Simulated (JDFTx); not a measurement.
# TaN under changes of volume

One of the cells (10.813 Å³/atom); the others are scaled copies at fixed shape and fractional positions:

```
Ta N
1.0
     0.00000    2.21132    2.21132
     2.21132    0.00000    2.21132
     2.21132    2.21132    0.00000
Ta N
1 1
Cartesian
  2.2113 2.2113 2.2113
  0.0000 0.0000 0.0000
```

The cell comes from a database or a generator and needn't be the stable form of this composition.

| Quantity | Value |
| --- | --- |
| Program | JDFTx 1.7.0 (patched build) |
| Functional | LDA |
| Potentials or basis | PseudoDojo-SR-LDA-0.4.1-standard with smoothed tails |
| Cutoff | 1143 eV |
| Density cutoff | 9143 eV |
| k mesh | 10 × 10 × 10 |
| Occupations | fermi-dirac, width 0.05 eV |
| Spin | no spin polarisation |

```tsv
volume (Å³/atom)	energy over the lowest point (meV/atom)	pressure (GPa)
10.164	0.00	1.1
10.381	?	?
10.597	17.44	-13.4
10.813	39.83	-19.6
11.030	70.02	-25.0
11.246	107.16	-29.9
11.462	150.49	-34.2
```

**Question.** What does the run at 10.381 Å³/atom give?

**Answer.** Energy over the lowest point 3.81 meV/atom; pressure -6.6 GPa.

Worked out: A Birch-Murnaghan fit of order 3 (a polynomial in V^(-2/3)) to the other rows has its minimum at 10.19 Å³/atom with B0 = V·E''(V) = 376 GPa and B' = 4.3. It gives 3.86 meV/atom at 10.381 Å³/atom, against the run's 3.81, and -dE/dV = -6.6 GPa, against -6.6.

Energies are extrapolated to zero smearing.

Caveats: the cell as given lies far from equilibrium (some runs).
